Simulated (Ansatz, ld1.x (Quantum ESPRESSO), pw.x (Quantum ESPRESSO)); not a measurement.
# pw.x on sc N: one setting changed

Potential: norm-conserving Troullier–Martins (Kleinman–Bylander form), ld1.x (Quantum ESPRESSO) 7.5, PBE; core [He], reference 2s2 2p3; waves: 2p (bound): rc 1.42 bohr; 3d channel at 0.3 Ry: rc 1.30 bohr; 2s (bound): rc 1.00 bohr; local part: the s channel; core correction: a·sin(br)/r model core inside 0.60 bohr.

The reference run (k-mesh 17³, cutoffs 170/680 Ry, Fermi–Dirac 0.01 Ry, mixing_beta 0.4, conv_thr 1e-9, no spin) gives -4.35 GPa at 6.670 Å³/atom, where all-electron LAPW gives -4.61 GPa. This run, with its own iteration cap, changes smearing to mp.

```
&control
  calculation='scf', prefix='x', pseudo_dir='./', outdir='./tmp', tstress=.true., disk_io='none'
/
&system
  ibrav=0, nat=1, ntyp=1, ecutwfc=170, ecutrho=680, nbnd=9,
  occupations='smearing', smearing='mp', degauss=0.01
/
&electrons
  conv_thr=1e-09, mixing_beta=0.4, electron_maxstep=50
/
ATOMIC_SPECIES
N 1.0 N.UPF
CELL_PARAMETERS angstrom
  1.88238568 0.00000000 0.00000000
  0.00000000 1.88238568 0.00000000
  0.00000000 0.00000000 1.88238568
ATOMIC_POSITIONS crystal
N 0.0000 0.0000 0.0000
K_POINTS automatic
17 17 17 0 0 0
```

```bash
pw.x < N.scf.in > N.scf.out
```

Question: How does the run end?

Answer: It converges in 7 iterations; the free energy moves by +13.7 meV/atom and the pressure by +0.31 GPa. This scheme is built to cancel the term in the square of the width that Fermi–Dirac smearing leaves in the F of a metal.

```
Message from routine setup:
     using ibrav=0 with symmetry is DISCOURAGED, use correct ibrav instead
     lattice parameter (alat)  =       3.5572  a.u.
     unit-cell volume          =      45.0114 (a.u.)^3
     number of electrons       =         5.00
     number of Kohn-Sham states=            9
     kinetic-energy cutoff     =     170.0000  Ry
     charge density cutoff     =     680.0000  Ry
     scf convergence threshold =      1.0E-09
     Exchange-correlation= PBE
     number of k points=   165  Methfessel-Paxton smearing, width (Ry)=  0.0100
     iteration #  1     ecut=   170.00 Ry     beta= 0.40
     total energy              =     -19.93628641 Ry
     estimated scf accuracy    <       0.00235573 Ry
     iteration #  2     ecut=   170.00 Ry     beta= 0.40
     total energy              =     -19.93665865 Ry
     estimated scf accuracy    <       0.00082333 Ry
     iteration #  3     ecut=   170.00 Ry     beta= 0.40
     total energy              =     -19.93669612 Ry
     estimated scf accuracy    <       0.00001130 Ry
     iteration #  4     ecut=   170.00 Ry     beta= 0.40
     total energy              =     -19.93669730 Ry
     estimated scf accuracy    <       0.00000014 Ry
     iteration #  5     ecut=   170.00 Ry     beta= 0.40
     total energy              =     -19.93669733 Ry
     estimated scf accuracy    <       0.00000002 Ry
     iteration #  6     ecut=   170.00 Ry     beta= 0.40
     total energy              =     -19.93669733 Ry
     estimated scf accuracy    <          2.7E-09 Ry
     iteration #  7     ecut=   170.00 Ry     beta= 0.40
     the Fermi energy is    10.4816 ev
!    total energy              =     -19.93669733 Ry
     estimated scf accuracy    <          6.5E-11 Ry
     smearing contrib. (-TS)   =      -0.00006071 Ry
     The total energy is F=E-TS. E is the sum of the following terms:
     one-electron contribution =       3.36846750 Ry
     hartree contribution      =       1.83530071 Ry
     xc contribution           =      -5.19984240 Ry
     ewald contribution        =     -19.94056243 Ry
     convergence has been achieved in   7 iterations
          total   stress  (Ry/bohr**3)                   (kbar)     P=      -40.41
     Message from routine punch:
     Nothing written, as per user request (disk_io='none')
```

The run took about 17 s on one core of a shared host (Neoverse-V2, 96 threads, 742 GiB, load 48).
